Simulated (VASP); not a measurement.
**CdSe: single point with PBE**

**Experimental background.**

A printed reference work, data compilation reports, for a bulk crystal of CdSe at 2 K: band gap 1.841 eV.

CdSe:

```
Cd Se
1.0
     4.38909    0.00000    0.00000
    -2.19454    3.80106    0.00000
     0.00000    0.00000    7.15640
Cd Se
2 2
Direct
  0.33333 0.66667 0.00415
  0.66667 0.33333 0.50415
  0.33333 0.66667 0.38085
  0.66667 0.33333 0.88085
```

```
Program             : VASP 6.6.1
Task                : single point
Functional          : PBE
Potentials or basis : VASP PAW PBE potentials, release 64 (Cd, Se)
Cutoff              : 520 eV
k mesh              : 6 × 6 × 4
Occupations         : gaussian, width 0.05 eV
Spin                : no spin polarisation
```

* Pressure: 0.1 GPa
* Largest force: 0.022 eV/Å
* Band gap on the k mesh: 0.54 eV

Forces on the atoms (eV/Å):
```
Cd   0.000  0.000  0.022
Cd   0.000  0.000  0.022
Se   0.000  0.000 -0.022
Se   0.000  0.000 -0.022
```

Stress tensor (GPa, compression positive):
```
0.14 0.00 0.00
0.00 0.14 0.00
0.00 0.00 0.05
```

Levels at points of the mesh, in eV from the valence-band top:
```tsv
k point	band 16	band 17	band 18	band 19	band 20	band 21
(0.00, 0.00, 0.00)	-0.03	0.00	0.00	0.54	2.13	5.85
(0.50, 0.00, 0.00)	-1.67	-1.18	-0.68	3.09	3.32	4.79
(0.00, 0.00, 0.50)	-0.36	-0.36	-0.36	2.25	2.25	5.76
(0.50, 0.00, 0.50)	-1.22	-1.21	-1.21	2.90	2.90	4.83
```

It took 25 s on 1 thread of Intel(R) Xeon(R) 6975P-C (Granite Rapids) (shared host), peak memory 0.26 GiB.

A measured gap of CdSe is 1.841 eV (2 K; a printed reference work, data compilation); the calculated 0.54 eV misses it by -1.30 eV. So large a miss can be the level of theory's own, or it may mean another phase, state or a wrong row. Spin-orbit coupling on Cd, Se is left out. The value is that of PBE, without temperature or zero-point motion. Semilocal functionals fall short of measured gaps as a rule.
